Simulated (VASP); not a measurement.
# Converging a slab model of K(100), part 2 of 4

How far does the level below the vacuum of K(100) depend on the numerical settings, and how far on the functional?

VASP 6.6.1, plane waves and PAW; the level of theory is named at each step.

So far, highest filled level below the vacuum (eV): step 2 (the base run) 2.19; step 3 (another mesh, mesh points along a 2, k-mesh 2×2×1) 2.35.

### Step 4. Another mesh, mesh points along a 3, k-mesh 3×3×1

Level of this step: PBE; plane waves and PAW (K_pv) (VASP).

The input, INCAR:

```
SYSTEM = K
PREC = Normal
ENCUT = 350
EDIFF = 1E-06
NELM = 120
ISMEAR = 1
SIGMA = 0.1
LREAL = .FALSE.
ALGO = Normal
GGA = PE
NBANDS = 31
LORBIT = 11
LWAVE = .FALSE.
LCHARG = .FALSE.
NCORE = 4
IDIPOL = 3
LDIPOL = .TRUE.
DIPOL = 0.5 0.5 0.5
LVHAR = .TRUE.
LVACPOTAV = .TRUE.
```

The input, POSCAR:

```
K
1.0
    5.2300000000      0.0000000000      0.0000000000
    0.0000000000      5.2300000000      0.0000000000
    0.0000000000      0.0000000000     33.6900000000
K
7
Direct
    0.0000000000      0.0000000000      0.2671415850
    0.5000000000      0.5000000000      0.3447610567
    0.0000000000      0.0000000000      0.4223805283
    0.5000000000      0.5000000000      0.5000000000
    0.0000000000      0.0000000000      0.5776194717
    0.5000000000      0.5000000000      0.6552389433
    0.0000000000      0.0000000000      0.7328584150
```

The input, KPOINTS:

```
Automatic mesh
0
Gamma
3 3 1
0 0 0
```

PAW data sets: K_pv (PBE family, release 64).

Command:

```sh
mpirun -np 4 vasp_std
```

What it wrote:

```text
[... set-up lines as in an earlier step ...]
 entering main loop
       N       E                     dE             d eps       ncg     rms          rms(c)
DAV:   1     0.964146129873E+02    0.96415E+02   -0.17042E+04   266   0.811E+02
DAV:   2    -0.375239213848E+01   -0.10017E+03   -0.97106E+02   207   0.160E+02
DAV:   3    -0.703911855627E+01   -0.32867E+01   -0.32078E+01   236   0.248E+01
DAV:   4    -0.715129679789E+01   -0.11218E+00   -0.11194E+00   215   0.398E+00
[...]
DAV:  20    -0.697289026751E+01   -0.65297E-05   -0.34926E-07   121   0.796E-04    0.155E-04
DAV:  21    -0.697289226591E+01   -0.19984E-05   -0.18470E-07   121   0.362E-04    0.104E-04
DAV:  22    -0.697289252690E+01   -0.26099E-06   -0.19779E-08   107   0.223E-04
 [... a notice as in an earlier step ...]

   1 F= -.69728925E+01 E0= -.69694873E+01  d E =-.102157E-01
```

The job ended after 6 s (4 MPI ranks of Intel Xeon 6975P-C (Granite Rapids), shared host; peak memory 0.62 GiB).

From OUTCAR (step 4):

```text
  Total       -0.6155964     -0.6155964      1.0053352      0.0000000      0.0000000      0.0000000
  in kB       -1.0702920     -1.0702920      1.7479020      0.0000000      0.0000000      0.0000000
  external PRESSURE =      -0.1308940 kB  Pullay stress =       0.0000000 kB

 POSITION                                       TOTAL-FORCE (eV/Angst)
 -----------------------------------------------------------------------------------
      0.00000      0.00000      9.00000        -0.000000      0.000000     -0.048609
      2.61500      2.61500     11.61500        -0.000000     -0.000000     -0.015939
      0.00000      0.00000     14.23000        -0.000000      0.000000     -0.011972
      2.61500      2.61500     16.84500         0.000000      0.000000     -0.000000
      0.00000      0.00000     19.46000         0.000000     -0.000000      0.011972
      2.61500      2.61500     22.07500         0.000000     -0.000000      0.015939
      0.00000      0.00000     24.69000         0.000000     -0.000000      0.048609
 -----------------------------------------------------------------------------------
    total drift:                                0.000000      0.000000     -0.000000

  FREE ENERGIE OF THE ION-ELECTRON SYSTEM (eV)
  ---------------------------------------------------
  free  energy   TOTEN  =        -6.9728925269 eV

  energy  without entropy=       -6.9626768583  energy(sigma->0) =       -6.96948730

[... 2 parts as in an earlier step ...]

[... 1 further part left out ...]
[key lines of the parts left out:]
E-fermi :  -1.7278
```

Against the base run its depth below the vacuum changes by +0.21 eV and the energy by -29.1 meV an atom.

### Step 5. Another mesh, mesh points along a 8, k-mesh 8×8×1

INCAR, as its differences from that of step 4:

```diff
@@ -14,3 +14,3 @@
 LCHARG = .FALSE.
-NCORE = 4
+KPAR = 4
 IDIPOL = 3
```

POSCAR is that of step 4.

The input, KPOINTS:

```
Automatic mesh
0
Gamma
8 8 1
0 0 0
```

Command:

```sh
mpirun -np 4 vasp_std
```

What it wrote:

```text
[banner, memory and clock lines left out]
running    4 mpi-ranks, on    1 nodes
[...]
LDA part: xc-table for (Slater+PW92), standard interpolation
 POSCAR, INCAR and KPOINTS ok, starting setup
[...]
entering main loop
       N       E                     dE             d eps       ncg     rms          rms(c)
DAV:   1     0.973152952713E+02    0.97315E+02   -0.16835E+04  1306   0.807E+02
DAV:   2    -0.391216035362E+01   -0.10123E+03   -0.97423E+02  1056   0.161E+02
DAV:   3    -0.693640438997E+01   -0.30242E+01   -0.29161E+01  1172   0.247E+01
DAV:   4    -0.704417952823E+01   -0.10778E+00   -0.10755E+00  1186   0.408E+00
[...]
DAV:  20    -0.678691672628E+01   -0.39499E-05   -0.20223E-07   647   0.136E-03    0.434E-04
DAV:  21    -0.678692101286E+01   -0.42866E-05   -0.40310E-07   640   0.119E-03    0.153E-04
DAV:  22    -0.678692174466E+01   -0.73181E-06   -0.58951E-08   633   0.455E-04
 [... a notice as in an earlier step ...]

   1 F= -.67869217E+01 E0= -.67856694E+01  d E =-.375695E-02
```

Wall time 32 s (4 MPI ranks); peak memory 1.6 GiB; 2.1 min of CPU time.

Parts of OUTCAR (step 5):

```text
  Total       -0.2656875     -0.2656875      0.5601029      0.0000000      0.0000000      0.0000000
  in kB       -0.4619312     -0.4619312      0.9738095      0.0000000      0.0000000      0.0000000
  external PRESSURE =       0.0166490 kB  Pullay stress =       0.0000000 kB

 POSITION                                       TOTAL-FORCE (eV/Angst)
 -----------------------------------------------------------------------------------
      0.00000      0.00000      9.00000         0.000000     -0.000000     -0.033342
      2.61500      2.61500     11.61500        -0.000000      0.000000      0.008684
      0.00000      0.00000     14.23000         0.000000     -0.000000     -0.022047
      2.61500      2.61500     16.84500         0.000000     -0.000000      0.000000
      0.00000      0.00000     19.46000         0.000000     -0.000000      0.022047
      2.61500      2.61500     22.07500         0.000000      0.000000     -0.008684
      0.00000      0.00000     24.69000        -0.000000      0.000000      0.033342
 -----------------------------------------------------------------------------------
    total drift:                                0.000000      0.000000     -0.000000

  FREE ENERGIE OF THE ION-ELECTRON SYSTEM (eV)
  ---------------------------------------------------
  free  energy   TOTEN  =        -6.7869217447 eV

  energy  without entropy=       -6.7831647980  energy(sigma->0) =       -6.78566943

[... 1 part as in an earlier step ...]

[... 2 further parts left out ...]
[key lines of the parts left out:]
E-fermi :  -1.5961
```

Against the base run its depth below the vacuum changes by +0.06 eV and the energy by -2.9 meV an atom.

### Step 6. Comparing the runs

Times are for 4 MPI ranks of Intel Xeon 6975P-C (Granite Rapids), shared host. The runs compared:

| no. | mesh points along a | highest filled level below the vacuum (eV) | energy at zero smearing (eV) | time | memory (GiB) |
| --- | --- | --- | --- | --- | --- |
| 1 | 2 | 2.346 | -6.375 | 5.6 s | 0.61 |
| 2 | 3 | 2.403 | -6.969 | 6 s | 0.62 |
| 3 | 8 | 2.252 | -6.786 | 32 s | 1.6 |

### Step 7. Another vacuum, vacuum width 5

Too little vacuum lets the faces of neighbouring images overlap, and too much only costs plane waves.

INCAR, as its differences from that of step 5:

```diff
@@ -14,3 +14,4 @@
 LCHARG = .FALSE.
-KPAR = 4
+KPAR = 2
+NCORE = 2
 IDIPOL = 3
```

The input, POSCAR:

```
K
1.0
    5.2300000000      0.0000000000      0.0000000000
    0.0000000000      5.2300000000      0.0000000000
    0.0000000000      0.0000000000     20.6900000000
K
7
Direct
    0.0000000000      0.0000000000      0.1208313195
    0.5000000000      0.5000000000      0.2472208797
    0.0000000000      0.0000000000      0.3736104398
    0.5000000000      0.5000000000      0.5000000000
    0.0000000000      0.0000000000      0.6263895602
    0.5000000000      0.5000000000      0.7527791203
    0.0000000000      0.0000000000      0.8791686805
```

The input, KPOINTS:

```
Automatic mesh
0
Gamma
5 5 1
0 0 0
```

Command:

```sh
mpirun -np 4 vasp_std
```

What it wrote:

```text
[... set-up lines as in an earlier step ...]
 entering main loop
       N       E                     dE             d eps       ncg     rms          rms(c)
DAV:   1     0.128001420593E+03    0.12800E+03   -0.17074E+04   476   0.878E+02
DAV:   2    -0.315756956889E+01   -0.13116E+03   -0.12705E+03   414   0.196E+02
DAV:   3    -0.688374750496E+01   -0.37262E+01   -0.35430E+01   464   0.253E+01
DAV:   4    -0.697905626903E+01   -0.95309E-01   -0.95167E-01   428   0.348E+00
DAV:   5    -0.698430858073E+01   -0.52523E-02   -0.52517E-02   497   0.566E-01    0.375E+00
DAV:   6    -0.692735852352E+01    0.56950E-01   -0.63396E-01   436   0.336E+00    0.202E+00
DAV:   7    -0.691414187462E+01    0.13217E-01   -0.36358E-01   477   0.112E+00    0.138E+00
DAV:   8    -0.689956934937E+01    0.14573E-01   -0.56004E-02   454   0.985E-01    0.140E-01
DAV:   9    -0.690027497441E+01   -0.70563E-03   -0.60462E-03   421   0.280E-01    0.466E-02
DAV:  10    -0.690037803753E+01   -0.10306E-03   -0.24326E-04   490   0.605E-02    0.233E-02
DAV:  11    -0.690041538230E+01   -0.37345E-04   -0.41702E-05   407   0.334E-02    0.848E-03
DAV:  12    -0.690042288774E+01   -0.75054E-05   -0.79470E-06   421   0.136E-02    0.300E-03
DAV:  13    -0.690042321723E+01   -0.32949E-06   -0.12243E-06   319   0.570E-03
 -----------------------------------------------------------------------------
|                                                                             |
|           W    W    AA    RRRRR   N    N  II  N    N   GGGG   !!!           |
|           W    W   A  A   R    R  NN   N  II  NN   N  G    G  !!!           |
|           W    W  A    A  R    R  N N  N  II  N N  N  G       !!!           |
|           W WW W  AAAAAA  RRRRR   N  N N  II  N  N N  G  GGG   !            |
|           WW  WW  A    A  R   R   N   NN  II  N   NN  G    G                |
|           W    W  A    A  R    R  N    N  II  N    N   GGGG   !!!           |
|                                                                             |
|     The minimum charge density times volume of the cell along the axis      |
|     of the dipole correction is larger 1E-1, which could mean that your     |
|     workfunction is not accurate as there is no field free region in        |
|     your cell. Please consider either increasing the size of your cell      |
|     along the dipole correction (vacuum dimension) or perhaps               |
|     increasing the precision of your calculation.                           |
|                                                                             |
 -----------------------------------------------------------------------------

 [... a notice as in an earlier step ...]

   1 F= -.69004232E+01 E0= -.69008315E+01  d E =0.122495E-02
 -----------------------------------------------------------------------------
|                                                                             |
|           W    W    AA    RRRRR   N    N  II  N    N   GGGG   !!!           |
|           W    W   A  A   R    R  NN   N  II  NN   N  G    G  !!!           |
|           W    W  A    A  R    R  N N  N  II  N N  N  G       !!!           |
|           W WW W  AAAAAA  RRRRR   N  N N  II  N  N N  G  GGG   !            |
|           WW  WW  A    A  R   R   N   NN  II  N   NN  G    G                |
|           W    W  A    A  R    R  N    N  II  N    N   GGGG   !!!           |
|                                                                             |
|     The minimum charge density times volume of the cell along the axis      |
|     of the dipole correction is larger 1E-1, which could mean that your     |
|     workfunction is not accurate as there is no field free region in        |
|     your cell. Please consider either increasing the size of your cell      |
|     along the dipole correction (vacuum dimension) or perhaps               |
|     increasing the precision of your calculation.                           |
|                                                                             |
 -----------------------------------------------------------------------------

 [... a notice as in an earlier step ...]
```

The job ended after 6.8 s (4 MPI ranks; peak memory 0.68 GiB; 25 s of CPU time).

OUTCAR, selected parts (step 7):

```text
   ENCUT  =  350.0 eV  25.72 Ry    5.07 a.u.   7.98  7.98 31.56*2*pi/ulx,y,z

   NELECT =      49.0000    total number of electrons

 E-fermi :  -1.2603

 k-point     1 :       0.0000    0.0000    0.0000
  band No.  band energies     occupation
    ...
     22      -3.4076      2.00000
     23      -3.0773      2.00000
     24      -2.7477      2.00000
     25      -1.8537      2.00000
     26      -1.6376      2.00000
     27      -0.2774     -0.00000
     28      -0.2128     -0.00000
     29       0.4350     -0.00000
     30       0.6743     -0.00000
     31       0.7175     -0.00000

  Total       -0.4770158     -0.4770158      0.6895210      0.0000000      0.0000000     -0.0000000
  in kB       -1.3504531     -1.3504531      1.9520648      0.0000000      0.0000000     -0.0000000
  external PRESSURE =      -0.2496138 kB  Pullay stress =       0.0000000 kB

 POSITION                                       TOTAL-FORCE (eV/Angst)
 -----------------------------------------------------------------------------------
      0.00000      0.00000      2.50000         0.000000      0.000000     -0.113650
      2.61500      2.61500      5.11500         0.000000     -0.000000      0.014908
      0.00000      0.00000      7.73000         0.000000      0.000000      0.006067
      2.61500      2.61500     10.34500         0.000000      0.000000      0.000000
      0.00000      0.00000     12.96000         0.000000      0.000000     -0.006067
      2.61500      2.61500     15.57500        -0.000000      0.000000     -0.014908
      0.00000      0.00000     18.19000        -0.000000      0.000000      0.113650
 -----------------------------------------------------------------------------------
    total drift:                                0.000000     -0.000000      0.000000

  FREE ENERGIE OF THE ION-ELECTRON SYSTEM (eV)
  ---------------------------------------------------
  free  energy   TOTEN  =        -6.9004232172 eV

  energy  without entropy=       -6.9016481684  energy(sigma->0) =       -6.90083153

[... 4 parts as in an earlier step ...]

[... 13 further parts left out ...]
```

This step gave:

```
electronic cycles       : 13
free energy (TOTEN)     : -6.900 eV
energy at zero smearing : -6.901 eV
Fermi energy            : -1.260 eV
```

Force by atom:

| atom | x (eV/Å) | y (eV/Å) | z (eV/Å) | size |
| --- | --- | --- | --- | --- |
| K1 | 0.000 | 0.000 | -0.114 | 0.114 |
| K2 | 0.000 | 0.000 | 0.015 | 0.015 |
| K3 | 0.000 | 0.000 | 0.006 | 0.006 |
| K4 | 0.000 | 0.000 | 0.000 | 0.000 |
| K5 | 0.000 | 0.000 | -0.006 | 0.006 |
| K6 | 0.000 | 0.000 | -0.015 | 0.015 |
| K7 | 0.000 | 0.000 | 0.114 | 0.114 |

The program found no flat vacuum in this gap and printed no vacuum level, so no level below the vacuum can be given.

### Step 8. Another vacuum, vacuum width 8

INCAR is that of step 7.

The input, POSCAR:

```
K
1.0
    5.2300000000      0.0000000000      0.0000000000
    0.0000000000      5.2300000000      0.0000000000
    0.0000000000      0.0000000000     23.6900000000
K
7
Direct
    0.0000000000      0.0000000000      0.1688476150
    0.5000000000      0.5000000000      0.2792317434
    0.0000000000      0.0000000000      0.3896158717
    0.5000000000      0.5000000000      0.5000000000
    0.0000000000      0.0000000000      0.6103841283
    0.5000000000      0.5000000000      0.7207682566
    0.0000000000      0.0000000000      0.8311523850
```

KPOINTS is that of step 7.

Command:

```sh
mpirun -np 4 vasp_std
```

What it wrote:

```text
[... set-up lines as in an earlier step ...]
 entering main loop
       N       E                     dE             d eps       ncg     rms          rms(c)
DAV:   1     0.117303633335E+03    0.11730E+03   -0.17233E+04   500   0.859E+02
DAV:   2    -0.337450334965E+01   -0.12068E+03   -0.11644E+03   407   0.181E+02
DAV:   3    -0.691978867410E+01   -0.35453E+01   -0.34471E+01   450   0.248E+01
DAV:   4    -0.702963713603E+01   -0.10985E+00   -0.10870E+00   473   0.372E+00
[...]
DAV:  16    -0.677949804598E+01   -0.42804E-05   -0.92032E-06   311   0.512E-03    0.973E-04
DAV:  17    -0.677949907694E+01   -0.10310E-05   -0.22213E-06   319   0.348E-03    0.369E-04
DAV:  18    -0.677949931912E+01   -0.24219E-06   -0.55266E-07   290   0.119E-03
 [... a notice as in an earlier step ...]

 [... a notice as in an earlier step ...]

   1 F= -.67794993E+01 E0= -.67803761E+01  d E =0.263036E-02
 [... a notice as in an earlier step ...]

 [... a notice as in an earlier step ...]
```

Elapsed: 9 s, on 4 MPI ranks; peak memory 0.72 GiB.

Parts of OUTCAR (step 8):

```text
  Total       -0.2600098     -0.2600098      0.3999270      0.0000000     -0.0000000      0.0000000
  in kB       -0.6428829     -0.6428829      0.9888329      0.0000000     -0.0000000      0.0000000
  external PRESSURE =      -0.0989777 kB  Pullay stress =       0.0000000 kB

 POSITION                                       TOTAL-FORCE (eV/Angst)
 -----------------------------------------------------------------------------------
      0.00000      0.00000      4.00000        -0.000000      0.000000     -0.053864
      2.61500      2.61500      6.61500         0.000000     -0.000000      0.004311
      0.00000      0.00000      9.23000         0.000000      0.000000      0.004317
      2.61500      2.61500     11.84500         0.000000     -0.000000      0.000000
      0.00000      0.00000     14.46000        -0.000000      0.000000     -0.004317
      2.61500      2.61500     17.07500        -0.000000     -0.000000     -0.004311
      0.00000      0.00000     19.69000         0.000000      0.000000      0.053864
 -----------------------------------------------------------------------------------
    total drift:                                0.000000     -0.000000      0.000000

  FREE ENERGIE OF THE ION-ELECTRON SYSTEM (eV)
  ---------------------------------------------------
  free  energy   TOTEN  =        -6.7794993191 eV

  energy  without entropy=       -6.7821296805  energy(sigma->0) =       -6.78037611

[... 1 part as in an earlier step ...]

[... 2 further parts left out ...]
[key lines of the parts left out:]
E-fermi :  -1.3324
```

The program found no flat vacuum in this gap and printed no vacuum level, so no level below the vacuum can be given.

### Step 9. Another vacuum, vacuum width 24

INCAR is that of step 8.

The input, POSCAR:

```
K
1.0
    5.2300000000      0.0000000000      0.0000000000
    0.0000000000      5.2300000000      0.0000000000
    0.0000000000      0.0000000000     39.6900000000
K
7
Direct
    0.0000000000      0.0000000000      0.3023431595
    0.5000000000      0.5000000000      0.3682287730
    0.0000000000      0.0000000000      0.4341143865
    0.5000000000      0.5000000000      0.5000000000
    0.0000000000      0.0000000000      0.5658856135
    0.5000000000      0.5000000000      0.6317712270
    0.0000000000      0.0000000000      0.6976568405
```

KPOINTS is that of step 8.

Command:

```sh
mpirun -np 4 vasp_std
```

What it wrote:

```text
[... set-up lines as in an earlier step ...]
 entering main loop
       N       E                     dE             d eps       ncg     rms          rms(c)
DAV:   1     0.925436108775E+02    0.92544E+02   -0.16710E+04   532   0.786E+02
DAV:   2    -0.402845085187E+01   -0.96572E+02   -0.92957E+02   428   0.155E+02
DAV:   3    -0.692441260156E+01   -0.28960E+01   -0.28046E+01   450   0.245E+01
DAV:   4    -0.703331774858E+01   -0.10891E+00   -0.10878E+00   445   0.423E+00
[...]
DAV:  20    -0.676578858580E+01   -0.49979E-05   -0.35589E-07   242   0.973E-04    0.164E-04
DAV:  21    -0.676579001839E+01   -0.14326E-05   -0.75603E-08   249   0.461E-04    0.783E-05
DAV:  22    -0.676579063199E+01   -0.61360E-06   -0.36267E-08   221   0.414E-04
   1 F= -.67657906E+01 E0= -.67655212E+01  d E =-.808233E-03
```

Wall time 16 s (4 MPI ranks); peak memory 0.99 GiB; 60 s of CPU time.

OUTCAR, selected parts (step 9):

```text
  Total       -0.1570267     -0.1570267      0.3676267      0.0000000      0.0000000     -0.0000000
  in kB       -0.2317393     -0.2317393      0.5425417      0.0000000      0.0000000     -0.0000000
  external PRESSURE =       0.0263544 kB  Pullay stress =       0.0000000 kB

 POSITION                                       TOTAL-FORCE (eV/Angst)
 -----------------------------------------------------------------------------------
      0.00000      0.00000     12.00000         0.000000      0.000000     -0.026197
      2.61500      2.61500     14.61500         0.000000     -0.000000      0.002435
      0.00000      0.00000     17.23000        -0.000000      0.000000      0.005194
      2.61500      2.61500     19.84500        -0.000000      0.000000      0.000000
      0.00000      0.00000     22.46000        -0.000000      0.000000     -0.005194
      2.61500      2.61500     25.07500        -0.000000     -0.000000     -0.002435
      0.00000      0.00000     27.69000        -0.000000      0.000000      0.026197
 -----------------------------------------------------------------------------------
    total drift:                                0.000000     -0.000000      0.000000

  FREE ENERGIE OF THE ION-ELECTRON SYSTEM (eV)
  ---------------------------------------------------
  free  energy   TOTEN  =        -6.7657906320 eV

  energy  without entropy=       -6.7649823991  energy(sigma->0) =       -6.76552122

[... 1 part as in an earlier step ...]

[... 2 further parts left out ...]
[key lines of the parts left out:]
E-fermi :  -1.6521
```

Against the base run its depth below the vacuum changes by +0.00 eV and the energy by +0.0 meV an atom.

(Continued in part 3 of 4.)

[Lines on the potential files, build, host, timing and source positions are cut from VASP's logs without a mark.]

[Logs are printed without paths, hosts, clocks, repeated set-up lines and the standing remarks that a program may print on its own settings, such as how far it seeks lower states.]

[Hosts, paths, dates, database ids (printed as entryN), source tags and the programs' standing remarks are cut or masked in the printed files.]

[In band tables of VASP the shares of atoms and orbitals are scaled to a sum of 1 inside the atoms' spheres.]

[Runs that stopped without an error message from VASP are left out.]
